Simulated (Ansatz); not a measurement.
CsCl built on the CsCl prototype at its r2SCAN geometry, run in Ansatz at 2 levels of theory. Calculated for a static, non-magnetic cell.

The PBE+SOC input:
```yaml
crystal:
  lattice:
    - [4.140675886, 0.0, 0.0]
    - [0.0, 4.140675886, 0.0]
    - [0.0, 0.0, 4.140675886]
  atoms:
    - { symbol: Cs, position: [0.0, 0.0, 0.0] }
    - { symbol: Cl, position: [0.5, 0.5, 0.5] }
kpoints:
  mp_grid: { grid: [6, 6, 6] }
  band_path:
    path: [[0.0, 0.0, 0.0], [0.0, 0.5, 0.0], [0.5, 0.5, 0.0], [0.5, 0.5, 0.5]]
    npoints: 1
hamiltonian:
  xc: pbe
scf:
  occupations: { method: fixed }
  n_extra_bands: 8
magnetization:
  noncollinear: true
  spin_orbit: true
output:
  forces: true
  stress: true
  eigenvalues: true
```

Main results, then, where recorded, the levels near the gap in eV from the Fermi energy (columns number the bands from 0), one row a point of the path (Γ, X, M, R):
```
Crystal: 2 atoms, lattice volume = 70.993 Å³
Symmetry: 48 space group operations + 48 with time reversal
Magnetic group: BNS 221.93 (UNI 1595)
```
```
Basis set: ecut = 420 eV, 1357 PW (Γ)
k-points: 20 of 216
SCF 1 converged in 7 iterations: F = -6758.389911 eV  dr2 = 6.58e-9
Free energy (F): -6758.389911 eV
Fermi energy:    2.968656 eV
--- Stress (GPa, compression-positive) ---
        0.758013       0.000000       0.000000
        0.000000       0.758013       0.000000
        0.000000       0.000000       0.758013
  P = ⅓ Tr σ = 0.7580 GPa (7.580 kbar)
```
```tsv
band_8	band_9	band_10	band_11	band_12	band_13	band_14	band_15	band_16	band_17	band_18	band_19	band_20	band_21
-5.435	-5.435	-0.195	-0.195	0.000	0.000	0.000	0.000	5.150	5.150	5.349	5.349	5.349	5.349
-5.278	-5.278	-1.205	-1.205	-0.325	-0.325	-0.250	-0.250	6.355	6.355	7.493	7.493	8.722	8.722
-5.457	-5.457	-0.506	-0.506	-0.471	-0.471	-0.113	-0.113	5.881	5.881	5.956	5.956	7.881	7.881
-5.986	-5.986	-1.186	-1.186	-1.095	-1.095	-1.095	-1.095	8.383	8.383	8.383	8.383	8.391	8.391
```

PBE+SOC gives a direct gap of 5.15 eV at Γ.

**Question.** Another run on the same cell gave
```
Basis set: ecut = 420 eV, 1357 PW (Γ)
k-points: 10 of 64
SCF 1 stopped early in 2 iterations: F = -6754.124758 eV  dr2 = 1.85e-5
SCF 2 stopped early in 5 iterations: F = -6759.870902 eV  dr2 = 8.79e-7
hybrid outer 1: dexx = +1.928e-3 eV, tail = 6.15e-6 eV
SCF 3 converged in 3 iterations: F = -6759.870949 eV  dr2 = 1.17e-8
hybrid outer 2: dexx = +8.442e-8 eV, tail = 2.63e-8 eV, Δε = 1.63e-3 eV
Free energy (F): -6759.870949 eV
Fermi energy:    1.957167 eV
--- Stress (GPa, compression-positive) ---
        0.428220       0.000000       0.000000
        0.000000       0.428220       0.000000
        0.000000       0.000000       0.428220
  P = ⅓ Tr σ = 0.4282 GPa (4.282 kbar)
```
```tsv
band_4	band_5	band_6	band_7	band_8	band_9	band_10
-6.067	0.000	0.000	0.000	6.527	6.692	6.692
-5.913	-1.190	-0.235	-0.235	7.765	8.961	10.194
-5.826	-0.449	-0.449	-0.064	7.257	7.339	9.378
-6.602	-1.118	-1.118	-1.118	9.913	9.913	9.913
```
Which level of theory gave it?

**Answer.** It is HSE06, judged by the exchange loop and the size of the gap (a near hybrid could fit too), on 4×4×4; the blocks that differ from the first input, but for the band path:
```yaml
kpoints:
  mp_grid: { grid: [4, 4, 4] }
hamiltonian:
  xc: hse06
scf:
  occupations: { method: fixed }
  n_extra_bands: 4
```
(magnetization left out)
The HSE06 gap is direct at Γ: 6.53 eV. The mean stress, +0.4 GPa, is small, and the program warns that its thresholds are loose for a hybrid's stress.

The hybrids run on coarser meshes, which limits their stresses and small splittings of levels.

Totals of different functionals, or with and without spin-orbit coupling, can't be compared.

Only the levels marked +SOC include spin-orbit coupling.
